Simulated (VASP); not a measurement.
# Settings for GaN: relaxation of the cell

GaN, P6_3mc (no. 186), 4 atoms in the cell. LDA; PAW potentials Ga_d, N (LDA set). VASP 6.6.1. The cell is changed on purpose: volume scaled by 1.1.

Wanted: cell volume within 0.05 %; lattice lengths within 0.03 %; shortest distances from each atom, periodic images included within 0.002 Å.

What the run is for: cell; Accuracy asked: tight.

The series start from Plane-wave cutoff (eV): 600; k-point mesh: 6 × 6 × 4; Relaxation passes: 2; Ionic threshold (EDIFFG): -0.005; Electronic threshold (eV): 1e-6; Precision mode (PREC): Accurate; Relaxation algorithm: IBRION=2 POTIM=0.5. Each series keeps the choices made before it, and each single choice may use up half of a tolerance. Times cover all steps of a run.

## Plane-wave cutoff (eV)

| Plane-wave cutoff (eV) | Cell volume (Å³) | Lattice lengths, largest deviation against the largest value | Shortest distances from each atom, periodic images included, largest deviation (Å) | Time (s) |
|---|---|---|---|---|
| 400 | 43.71 | 0.55 % | 0.0108 | 51 |
| 460 | 44.3 | 0.11 % | 0.0021 | 49 |
| 520 | 44.45 | 0.013 % | 0.0002 | 46 |
| 600 | 44.42 | 0.012 % | 0.0004 | 103 |
| 700 | 44.4 | 0.028 % | 0.0006 | 121 |
| 840 (reference) | 44.44 | 0 % | 0.0000 | 129 |

Chosen: 840; the next looser run is off by more than half of the tolerance, so convergence isn't shown beyond this value.

## k-point mesh

| k-point mesh | Cell volume (Å³) | Lattice lengths, largest deviation against the largest value | Shortest distances from each atom, periodic images included, largest deviation (Å) | Time (s) |
|---|---|---|---|---|
| 3 × 3 × 2 | 44.49 | 0.4 % | 0.0031 | 63 |
| 4 × 4 × 2 | 44.43 | 0.094 % | 0.0011 | 68 |
| 5 × 5 × 3 | 44.44 | 0.031 % | 0.0004 | 86 |
| 6 × 6 × 4 | 44.44 | 0.016 % | 0.0001 | 129 |
| 8 × 8 × 4 | 44.45 | 0.0066 % | 0.0002 | 198 |
| 10 × 10 × 5 (reference) | 44.44 | 0 % | 0.0000 | 257 |

Chosen: 8 × 8 × 4, the loosest value from which every tighter one stays within half of the tolerance.

## Relaxation passes

| Relaxation passes | Cell volume (Å³) | Lattice lengths, largest deviation against the largest value | Shortest distances from each atom, periodic images included, largest deviation (Å) | Time (s) |
|---|---|---|---|---|
| 1 | 44.46 | 0.0099 % | 0.0002 | 126 |
| 2 | 44.45 | 0 % | 0.0000 | 198 |
| 3 (reference) | 44.45 | 0 % | 0.0000 | 185 |

Chosen: 1.

## Ionic threshold (EDIFFG)

| Ionic threshold (EDIFFG) | Cell volume (Å³) | Lattice lengths, largest deviation against the largest value | Shortest distances from each atom, periodic images included, largest deviation (Å) | Time (s) |
|---|---|---|---|---|
| -0.05 | 44.53 | 0.043 % | 0.0020 | 73 |
| -0.02 | 44.43 | 0.041 % | 0.0015 | 98 |
| -0.01 | 44.48 | 0.021 % | 0.0004 | 117 |
| -0.005 | 44.46 | 0.015 % | 0.0002 | 126 |
| -0.002 (reference) | 44.46 | 0 % | 0.0000 | 149 |

Chosen: -0.005.

## Electronic threshold (eV)

| Electronic threshold (eV) | Cell volume (Å³) | Lattice lengths, largest deviation against the largest value | Shortest distances from each atom, periodic images included, largest deviation (Å) | Time (s) |
|---|---|---|---|---|
| 0.0001 | 44.45 | 0.039 % | 0.0004 | 156 |
| 1e-5 | 44.46 | 0.005 % | 0.0001 | 179 |
| 1e-6 | 44.46 | 0.0025 % | 0.0001 | 126 |
| 1e-7 (reference) | 44.46 | 0 % | 0.0000 | 140 |

Chosen: 1e-5.

## Precision mode (PREC)

| Precision mode (PREC) | Cell volume (Å³) | Lattice lengths, largest deviation against the largest value | Shortest distances from each atom, periodic images included, largest deviation (Å) | Time (s) |
|---|---|---|---|---|
| Normal | 44.46 | 0.00058 % | 0.0000 | 103 |
| Accurate (reference) | 44.46 | 0 % | 0.0000 | 179 |

Chosen: Normal.

## Relaxation algorithm

| Relaxation algorithm | Cell volume (Å³) | Lattice lengths, largest deviation against the largest value | Shortest distances from each atom, periodic images included, largest deviation (Å) | Time (s) |
|---|---|---|---|---|
| IBRION=2 POTIM=0.5 | 44.46 | 0 % | 0.0000 | 103 |
| IBRION=2 POTIM=0.2 | 44.46 | 0.0076 % | 0.0002 | 55 |
| IBRION=1 POTIM=0.5 | 44.47 | 0.0068 % | 0.0002 | 88 |
| IBRION=1 POTIM=0.2 | 44.47 | 0.01 % | 0.0002 | 53 |

Chosen: IBRION=2 POTIM=0.2, the fastest of those that stay within half of the tolerance.

## All choices together

| Input | Cell volume (Å³) | Lattice lengths, largest deviation against the largest value | Shortest distances from each atom, periodic images included, largest deviation (Å) | Time (s) |
|---|---|---|---|---|
| the program's defaults (naive) | 43.69 | 0.58 % | 0.0119 | 11 |
| chosen settings | 44.46 | 0.015 % | 0.0003 | 55 |
| reference settings throughout | 44.45 | 0 % | 0.0000 | 305 |

The chosen settings stay within the tolerance of the reference run, but the reference itself isn't shown to be converged in: Plane-wave cutoff (eV).

Values of the reference run: Lattice lengths: 3.158, 3.158, 5.148 Å.

## The input

INCAR.step1:
```
GGA      = CA             # functional
ISMEAR   = 0              # smearing method
SIGMA    = 0.03           # smearing width, eV
LWAVE    = F              # write WAVECAR
LCHARG   = F              # write CHGCAR
NSW      = 80             # ionic steps
PREC     = Normal         # precision mode
LASPH    = T              # aspherical terms in the spheres
LREAL    = F              # projectors in reciprocal space
ALGO     = Normal         # electronic algorithm
EDIFF    = 1E-5           # SCF threshold, eV
NELM     = 120            # most SCF steps
GGA_COMPAT= F            
IBRION   = 2              # ionic algorithm
ISIF     = 3              # what is computed and relaxed
EDIFFG   = -0.005         # ionic threshold
NELMIN   = 4            
ENCUT    = 840            # plane-wave cutoff, eV
EFERMI   = MIDGAP       
KPAR     = 2            
POTIM    = 0.2            # step
```

INCAR.step2, as INCAR.step1 but for:
```
- NSW = 80
- IBRION = 2
- ISIF = 3
- EDIFFG = -0.005
- NELMIN = 4
- POTIM = 0.2
+ ISIF = 2
```

KPOINTS:
```
Automatic mesh
0
Gamma
  8 8 4
  0 0 0
```

POSCAR.step1:
```
GaN
1.0
    3.2826507672      0.0000000000      0.0000000000
   -1.6413253836      2.8428589561      0.0000000000
    0.0000000000      0.0000000000      5.3327590764
Ga N
2 2
Direct
    0.6666666667      0.3333333333      0.5000000000
    0.3333333333      0.6666666667      0.0000000000
    0.6666666667      0.3333333333      0.8750000000
    0.3333333333      0.6666666667      0.3750000000
```

Commands (each step's output is kept before the next begins):
```
cat potpaw_LDA.64/Ga_d/POTCAR potpaw_LDA.64/N/POTCAR > POTCAR
cp INCAR.step1 INCAR
cp POSCAR.step1 POSCAR
mpirun -np 2 vasp_std > vasp.out
cp CONTCAR POSCAR
cp INCAR.step2 INCAR
mpirun -np 2 vasp_std > vasp.out
```

The chosen input took VASP 6.6.1 55 s on 2 cores (Intel Xeon 6975P-C (Granite Rapids)), a shared host.

## An input that fails: ionic step far too long

VASP's message: Orbital orthonormalization failed in the inversion of matrix LAPACK: Routine ZPOTRF failed! kpoint: 1 spin: 1 Possible solutions for this issue are: - Please check whether the atoms are too close to each other. - Decreasing POTIM might help during relaxations or MDs. - Deleting CHGCAR or WAVECAR if incompatible with the structure. - Try calculating without symmetrizing (ISYM = 0 or ISYM = -1). ….

Changes against the starting input:
```
(all steps)
- NSW = 80
- NELM = 120
- IBRION = 2
- POTIM = 0.5
+ NSW = 30
+ NELM = 77
+ IBRION = 1
+ POTIM = 3.0
```
